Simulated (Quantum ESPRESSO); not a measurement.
**MnS under changes of volume**

One of the cells (15.133 Å³/atom); the others are scaled copies at fixed shape and fractional positions:

```
Mn S
1.0
     0.00000    2.47346    2.47346
     2.47346    0.00000    2.47346
     2.47346    2.47346    0.00000
Mn S
1 1
Direct
  0.00000 0.00000 0.00000
  0.75000 0.75000 0.75000
```

The cell is a database's computed one.

- Program: Quantum ESPRESSO 7.5
- Functional: LDA
- Potentials or basis: PseudoDojo 0.4.1 SR LDA standard
- Cutoff: 1306 eV
- Density cutoff: 5225 eV
- k mesh: 9 × 9 × 9
- Occupations: fermi-dirac, width 0.05 eV
- Spin: collinear spin, ferromagnetic start
- Starting moments: [4.0, 0.0] μB

| volume (Å³/atom) | energy over the lowest point (meV/atom) | pressure (GPa) |
| --- | --- | --- |
| 14.527 | 0.00 | -1.3 |
| 14.830 | ? | ? |
| 15.133 | 16.18 | -7.1 |
| 15.435 | 31.94 | -9.5 |
| 15.738 | 52.10 | -11.7 |

What does the run at 14.830 Å³/atom give?

Energy over the lowest point 5.33 meV/atom; pressure -4.3 GPa.

Worked out: A Birch-Murnaghan fit of order 2 (a polynomial in V^(-2/3)) to the other rows has its minimum at 14.41 Å³/atom, just outside them, with B0 = V·E''(V) = 159 GPa. It gives 5.36 meV/atom at 14.830 Å³/atom, against the run's 5.33, and -dE/dV = -4.3 GPa, against -4.3.

Energies are extrapolated to zero smearing.

Caveats: the moment fell far below its start of 4 μB, so a state of higher moment may lie lower in energy.
